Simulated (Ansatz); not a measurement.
Al under changes of volume

One of the cells (15.895 Å³/atom); the others are scaled copies at fixed shape and fractional positions:

```
Al
1.0
     2.82708    0.00000    0.00000
    -1.41354    2.44832    0.00000
     0.00000    0.00000    9.18599
Al
4
Direct
  0.66667 0.33333 0.75000
  0.00000 0.00000 0.50000
  0.33333 0.66667 0.25000
  0.00000 0.00000 0.00000
```

This isn't the form of Al at room conditions, which is fcc.

* Program: Ansatz 0.2.0
* Functional: PBE
* Potentials or basis: Ansatz PAW
* Cutoff: 420 eV (not typed: the program's choice for these potentials)
* k mesh: 11 × 11 × 3
* Occupations: fermi-dirac, width 0.05 eV
* Spin: no spin polarisation

| volume (Å³/atom) | energy over the lowest point (meV/atom) | pressure (GPa) |
| --- | --- | --- |
| 14.942 | 46.69 | 10.0 |
| 15.260 | ? | ? |
| 15.578 | 16.47 | 5.5 |
| 15.895 | 7.53 | 3.6 |
| 16.213 | 2.15 | 1.8 |
| 16.531 | 0.00 | 0.3 |
| 16.849 | 0.82 | -1.1 |

**Question.** What does the run at 15.260 Å³/atom give?

**Answer.** Energy over the lowest point 29.36 meV/atom; pressure 7.6 GPa.

Worked out: A Birch-Murnaghan fit of order 3 (a polynomial in V^(-2/3)) to the other rows has its minimum at 16.60 Å³/atom with B0 = V·E''(V) = 76 GPa and B' = 4.1 at fixed shape and positions, which overstates the stiffness. It gives 29.39 meV/atom at 15.260 Å³/atom, against the run's 29.36, and -dE/dV = 7.6 GPa, against 7.6.

Energies are extrapolated to zero smearing.
